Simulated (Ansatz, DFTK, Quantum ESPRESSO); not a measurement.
# Rb: 4 runs at one level of theory

```
Rb
1.0
    -2.80250    2.80250    2.80250
     2.80250   -2.80250    2.80250
     2.80250    2.80250   -2.80250
Rb
1
Direct
  0.00000 0.00000 0.00000
```

Alike in all runs: task band structure; functional PBEsol; k mesh 7 × 7 × 7; occupations fermi-dirac, width 0.05 eV; no spin polarisation; no spin-orbit coupling. Pressure is positive in compression and, in plane waves, holds the error of the finite cutoff, which Ansatz's Pulay term estimates and takes out.

| program and potentials | plane-wave cutoff (eV) | notes | pressure (GPa) |
| --- | --- | --- | --- |
| Ansatz, Ansatz PAW | 420 | potentials made for PBE, which Ansatz adapts in part | -0.06 |
| DFTK, SG15 1.2 (PBE) | 952 | potentials made for PBE | -0.06 |
| Quantum ESPRESSO, PseudoDojo 0.4.1 SR PBEsol standard | 626 | - | -0.07 |
| Ansatz, all-electron LAPW, scalar-relativistic | - | - | -0.06 |

The pressure spans -0.07 (Quantum ESPRESSO, PseudoDojo 0.4.1 SR PBEsol standard) to -0.06 GPa (Ansatz, all-electron LAPW, scalar-relativistic), with all-electron results at -0.06.

The functional is the same throughout but for its coding, so the spread measures potentials, basis and numerics; runs on potential files found faulty are left out.
